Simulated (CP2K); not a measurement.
**Sb in CP2K: convergence with rel cutoff ry**

Input of the first run (rel cutoff ry 20); the others differ in this setting and in those tied to it:

Contents of sb_converge.inp:

```
&GLOBAL
  PROJECT sb_converge
  RUN_TYPE ENERGY_FORCE
  PRINT_LEVEL LOW
&END GLOBAL
&FORCE_EVAL
  METHOD QS
  STRESS_TENSOR ANALYTICAL
  &DFT
    BASIS_SET_FILE_NAME BASIS_MOLOPT_UZH
    POTENTIAL_FILE_NAME GTH_POTENTIALS
    &MGRID
      CUTOFF 450
      REL_CUTOFF 20
      NGRIDS 5
    &END MGRID
    &QS
      METHOD GPW
      EPS_DEFAULT 1.0E-10
    &END QS
    &KPOINTS
      SCHEME MONKHORST-PACK 8 8 9
      GAMMA_CENTERED T
      SYMMETRY T
      SYMMETRY_BACKEND SPGLIB
    &END KPOINTS
    &SCF
      SCF_GUESS ATOMIC
      EPS_SCF 1.0E-6
      MAX_SCF 100
      ADDED_MOS 8
      CHOLESKY OFF
      EPS_EIGVAL 1.0E-7
      &DIAGONALIZATION ON
        ALGORITHM STANDARD
      &END DIAGONALIZATION
      &MIXING ON
        METHOD BROYDEN_MIXING
        ALPHA 0.4
        BETA 1.5
        NBUFFER 8
      &END MIXING
      &SMEAR ON
        METHOD FERMI_DIRAC
        ELECTRONIC_TEMPERATURE [K] 116.045
      &END SMEAR
    &END SCF
    &XC
      &XC_FUNCTIONAL
        &LDA_X
        &END LDA_X
        &LDA_C_PW
        &END LDA_C_PW
      &END XC_FUNCTIONAL
    &END XC
    &PRINT
      &KPOINTS ON
      &END KPOINTS
      &MULLIKEN ON
      &END MULLIKEN
      &MO ON
        ENERGIES T
        OCCUPATION_NUMBERS T
        &EACH
          QS_SCF 0
        &END EACH
        ADD_LAST NUMERIC
      &END MO
    &END PRINT
  &END DFT
  &SUBSYS
    &CELL
      A 3.5199676739 0.0000000000 0.0000000000
      B 0.7076961190 3.4168434651 0.0000000000
      C -2.1530761237 -1.7167357664 2.2414177628
      PERIODIC XYZ
    &END CELL
    &COORD
      SCALED
      Sb  0.0000000000 0.0000000000 0.0000000000
    &END COORD
    &KIND Sb
      BASIS_SET DZVP-MOLOPT-PBE-GTH-q5
      POTENTIAL GTH-PADE-q5
    &END KIND
    &PRINT
      &ATOMIC_COORDINATES ON
      &END ATOMIC_COORDINATES
      &CELL ON
      &END CELL
      &SYMMETRY ON
      &END SYMMETRY
    &END PRINT
  &END SUBSYS
  &PRINT
    &FORCES ON
    &END FORCES
    &STRESS_TENSOR ON
    &END STRESS_TENSOR
  &END PRINT
&END FORCE_EVAL
```

Potentials or basis: GTH_POTENTIALS Sb GTH-PADE-q5; DZVP-MOLOPT-PBE-GTH basis.

Command:

```sh
$ OMP_NUM_THREADS=1 cp2k.psmp -i sb_converge.inp -o sb_converge.out
```

This isn't the form of Sb at room conditions, which is rhombohedral.

Hardware: 1 thread of Arm Neoverse V2 (shared host).

The values tried are 20, 30, 40, 50, 60, 80, 100, loosest first. From which on does the energy stay within 1 meV/atom of the tightest run that finished?

From 30 on.

```csv
rel cutoff ry,"energy less the tightest run, at zero smearing (meV/atom)",pressure (GPa),SCF cycles,CPU time (s),peak memory (GiB)
20,-2.22,-1.37,11,8.4,0.21
30,0.00,-1.44,11,9.2,0.21
40,0.00,-1.44,11,9.3,0.21
50,0.00,-1.44,11,10,0.21
60,0.00,-1.44,11,10,0.21
80,0.00,-1.44,11,14,0.21
100,0.00,-1.44,11,14,0.21
```

Against the tightest run, the pressure stays within 0.1 GPa from 20 on. The tightest run that finished is the yardstick and may itself not be fully converged.

Caveat, for the tightest run too: the basis of atomic orbitals isn't converged, which shifts pressures, moduli and gaps. Spin-orbit coupling is left out, which matters for the levels of Sb.
